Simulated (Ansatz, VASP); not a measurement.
PbSe in VASP and in Ansatz

```
CELL_PARAMETERS angstrom
4.41489 0.00000 0.00000
-0.01031 4.41488 0.00000
-2.20229 -2.20744 12.00080
ATOMIC_POSITIONS crystal
Pb 0.80684 0.80730 0.61844
Pb 0.18545 0.19981 0.38238
Se 0.28733 0.32315 0.62319
Se 0.68427 0.69990 0.37796
```

Alike in both runs: functional PBEsol; k mesh 6 × 6 × 3; occupations fermi-dirac, width 0.05 eV; no spin polarisation.

```csv
,VASP,Ansatz
version,VASP 6.6.1,Ansatz 0.2.0
potentials or method,"VASP PAW PBE potentials, release 64 (Pb_d, Se)",Ansatz PAW
plane-wave cutoff (eV),520,420
valence electrons in the cell,40,60
task,single point,band structure
```

|  | VASP | Ansatz | Ansatz less VASP |
| --- | --- | --- | --- |
| gap on the k mesh at the Fermi level (eV) | 1.51 | 1.51 | -0.001 |
| least direct gap on the mesh (eV) | 1.51 | 1.51 | -0.001 |
| rms of the force components (eV/Å) | 0.237 | 0.241 | +0.0038 |

Atom by atom the forces differ by 0.004 eV/Å (rms over components). The two sets of potentials don't hold the same shells in valence.

Caveats: spin-orbit coupling is left out, which as a rule narrows the gap of such compounds by several tenths of an eV; the PAW data sets were made with another functional, which shifts forces and pressure a little (VASP); the k mesh misses the band edges, so the gap on the mesh is wider than the one along the path (Ansatz); the PAW data sets come from PBE, with cores solved anew for the run's functional, which leaves a small shift of forces and pressure (Ansatz).
